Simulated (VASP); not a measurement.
Here is a VASP 6.6.1 calculation.

File INCAR:

```
SYSTEM = HfO2
ALGO = Fast ; EDIFF = 1E-7
ENCUT = 520 ; GGA = PS
ISIF = 2 ; ISMEAR = -1
LASPH = .True. ; LCHARG = .False.
LDAU = .True. ; LDAUJ = 0 0
LDAUL = 2 -1 ; LDAUPRINT = 1
LDAUTYPE = 2 ; LDAUU = 3.5 0
LMAXMIX = 4 ; LREAL = .False.
LWAVE = .False. ; NBANDS = 56
NELM = 150 ; PREC = Accurate
SIGMA = 0.05
```

KPOINTS

```
k-points
0
Gamma
  5 6 5
  0 0 0
```

The input POSCAR:

```
HfO2
1.0
    5.2194633600      0.0000000000      0.0000000000
    0.0000000000      5.0047636900      0.0000000000
    0.0000000000      0.0000000000      5.0326850500
Hf O
4 8
Direct
    0.9669940000      0.7325208200      0.7414403500
    0.5330060000      0.7325208200      0.2414403500
    0.4669940000      0.2674791800      0.7414403500
    0.0330060000      0.2674791800      0.2414403500
    0.6321274500      0.9286454000      0.8792672600
    0.8678725500      0.9286454000      0.3792672600
    0.2339485200      0.5398830500      0.4922923900
    0.2660514800      0.5398830500      0.9922923900
    0.7660514800      0.4601169500      0.9922923900
    0.7339485200      0.4601169500      0.4922923900
    0.1321274500      0.0713546000      0.8792672600
    0.3678725500      0.0713546000      0.3792672600
```

Potentials or basis: VASP PAW PBE potentials, release 64 (Hf_pv, O).

Launch:

```bash
$ cat potpaw_PBE.64/Hf_pv/POTCAR potpaw_PBE.64/O/POTCAR > POTCAR
$ mpirun -np 1 vasp_std > vasp.out
```

Task: Predict the pressure.

Result: 9.4 GPa.

Task: Estimate the largest force.

Result: 0.271 eV/Å.

Task: Estimate the band gap on the k mesh.

Result: 4.89 eV, indirect (least direct gap 5.20 eV).

Forces on the atoms (eV/Å):
```
Hf  -0.021 -0.114 -0.168
Hf   0.021 -0.114 -0.168
Hf  -0.021  0.114 -0.168
Hf   0.021  0.114 -0.168
O    0.127 -0.220  0.091
O   -0.127 -0.220  0.091
O    0.237  0.106  0.078
O   -0.237  0.106  0.078
O   -0.237 -0.106  0.078
O    0.237 -0.106  0.078
O    0.127  0.220  0.091
O   -0.127  0.220  0.091
```

Caveat: the PAW data sets were made with another functional, which shifts forces and pressure a little; spin-orbit coupling is left out, which moves the levels of the heavy elements; an odd mesh through Γ misses points on the zone boundary, where band edges often lie.
